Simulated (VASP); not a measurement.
Set up this calculation in VASP 6.6.1, as the native input.

```yaml
Task: relaxation of cell and atoms
Functional: SCAN
Potentials_or_basis: VASP PAW PBE potentials, release 64 (Hf_sv_GW)
Cutoff: 630 eV
k_mesh: 10 × 10 × 10
Occupations: fermi-dirac, width 0.02 eV
Spin: no spin polarisation
Hubbard_terms: Hf d U = 2 eV
Further_INCAR_settings: ALGO = Normal; EDIFF = 1e-06; IBRION = 2; EDIFFG = -0.01; NSW = 40; ISIF = 3
```

The structure of Hf lies in POSCAR:

```
Hf
1.0
    0.0000000000      2.0608654421      2.0608654421
    2.0608654421      0.0000000000      2.0608654421
    2.0608654421      2.0608654421      0.0000000000
Hf
1
Direct
    0.0000000000      0.0000000000      0.0000000000
```

This isn't the form of Hf at room conditions, which is hcp.

The cell isn't the ideal one: volume scaled by 0.8.

The input as run:

INCAR

```
PREC = Accurate
ENCUT = 630
EDIFF = 1E-6
ISMEAR = -1
SIGMA = 0.02
LREAL = F
LASPH = T
NELM = 100
ALGO = Normal
ISIF = 3
LWAVE = F
LCHARG = F
LMAXMIX = 4
LDAU = T
LDAUTYPE = 2
LDAUL = 2
LDAUU = 2
LDAUJ = 0
LDAUPRINT = 1
METAGGA = SCAN
LMIXTAU = T
IBRION = 2
NSW = 40
EDIFFG = -0.01
```

KPOINTS

```
regular mesh
0
Gamma
  10 10 10
```

Potentials or basis: VASP PAW PBE potentials, release 64 (Hf_sv_GW).

Command:

```bash
$ cat potpaw_PBE.64/Hf_sv_GW/POTCAR > POTCAR
$ mpirun -np 1 vasp_std > vasp.out
```

Results of the run:

- Relaxed volume: 22.76 Å³/atom
- Relaxed cell: a = 3.181 Å, b = 3.181 Å, c = 3.181 Å, α = 60.00°, β = 60.00°, γ = 60.00°
- Space group after relaxing (to 0.05 Å): Fm-3m (No. 225)
- Energy gained by relaxing: 555.9 meV/atom
- Ionic steps: 21
- Pressure after relaxing: -0.1 GPa
- Band gap on the k mesh: none (metal or under the smearing width)

Caveat: the PAW data sets were made with another functional, which shifts forces and pressure a little; U without spin polarisation on a metal has little footing; the U is typed as a test and isn't derived for this compound.

Wall time 5.3 min on 1 thread of AMD EPYC 9R45 (Zen 5), with other jobs on the host, peak memory 0.13 GiB.
